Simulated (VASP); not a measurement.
**S: relaxation of cell and atoms with PBE**

Crystal: S.

```
S
1.0
     2.09068    3.62116    0.00000
    -2.09068    3.62116    0.00000
     0.00000   -2.41411    5.00627
S
2
Direct
  0.05770 0.05770 0.17310
  0.94230 0.94230 0.82690
```

The cell was built by a generator and needn't be a form met in nature.

```
Program                : VASP 6.6.1
Task                   : relaxation of cell and atoms
Functional             : PBE
Potentials or basis    : VASP PAW PBE potentials, release 64 (S)
Cutoff                 : 600 eV
k mesh                 : 9 × 9 × 9
Occupations            : fermi-dirac, width 0.1 eV
Spin                   : no spin polarisation
Dipole correction      : no
Further INCAR settings : ALGO = Normal; EDIFF = 1e-06; IBRION = 2; EDIFFG = -0.01; NSW = 80; ISIF = 3
```

```yaml
Relaxed_volume: 24.26 Å³/atom
Relaxed_cell: a = 3.197 Å, b = 3.197 Å, c = 5.785 Å, α = 106.04°, β = 106.04°, γ = 60.00°
Space_group_after_relaxing_to_0.05_Å: R-3m (No. 166)
Energy_gained_by_relaxing: 617.7 meV/atom
Ionic_steps: 28
Pressure_after_relaxing: 0.0 GPa
Largest_force_after_relaxing: 0.008 eV/Å
Band_gap_on_the_k_mesh: none (metal or under the smearing width)
```

Forces on the atoms (eV/Å):
```
S    0.000  0.000 -0.008
S    0.000  0.000  0.008
```

Step by step:
```
step  energy change (eV)  largest force (eV/Å)  pressure (GPa)  volume (Å³)
   1              0.0000                7.4030            7.08        75.80
   2              3.7849                1.4944           -6.51        92.82
   3              2.9360                3.0205           -7.83        88.86
   4              1.5011                4.3741           -8.91        84.40
   5              0.0732                3.9491           -7.59        80.18
   6             -0.4335                2.1418           -4.84        78.01
   7             -0.5397                0.4431           -2.51        76.91
   8             -0.5433                0.0075           -1.91        76.68
   9             -0.6087                0.0099           -2.14        72.75
  10             -0.8454                0.0048           -2.74        61.65
  11             -1.2071                0.2828            1.00        42.44
  12             -1.1996                0.1766           -1.14        46.15
  13             -1.2132                0.2313           -0.10        44.06
  14             -1.2130                0.2484            0.24        43.51
  15             -1.1883                1.3334            3.98        43.07
  16             -1.2140                0.0014            0.83        43.43
  17             -1.2195                0.0828            0.56        43.91
  18             -1.2284                0.2665           -0.03        45.35
  19             -1.2298                0.3311           -0.19        45.93
  20             -1.2318                0.1681            0.12        46.14
  21             -1.2329                0.0816            0.57        46.46
  22             -1.2333                0.0795            0.52        46.67
  23             -1.2344                0.0784            0.37        47.30
  24             -1.2352                0.0959            0.15        48.58
  25             -1.2350                0.1699           -0.37        48.70
  26             -1.2354                0.0084           -0.07        48.63
  27             -1.2354                0.0082           -0.05        48.60
  28             -1.2355                0.0082            0.01        48.53
```

Final structure:
```
S
1.0
     1.59854    2.76876    0.00000
    -1.59854    2.76876    0.00000
     0.00000   -1.84584    5.48212
S
2
Direct
  0.05730 0.05730 0.17191
  0.94270 0.94270 0.82809
```

Levels at points of the mesh, in eV from the Fermi level:
```tsv
k point	band 2	band 3	band 4	band 5	band 6	band 7	band 8	band 9	band 10
(0.00, 0.00, 0.00)	-11.29	-6.19	-1.46	-1.46	2.06	2.06	4.66	5.43	7.44
```

Wall time 12 min on 1 thread of Intel(R) Xeon(R) Platinum 8488C (Sapphire Rapids), with other jobs on the host, peak memory 0.29 GiB.

Caveat: the volume moved by over 15 % at a fixed basis, so the end points are rough; this functional lacks dispersion, which binds the layers, so the pressure and a relaxed spacing across them are unreliable.
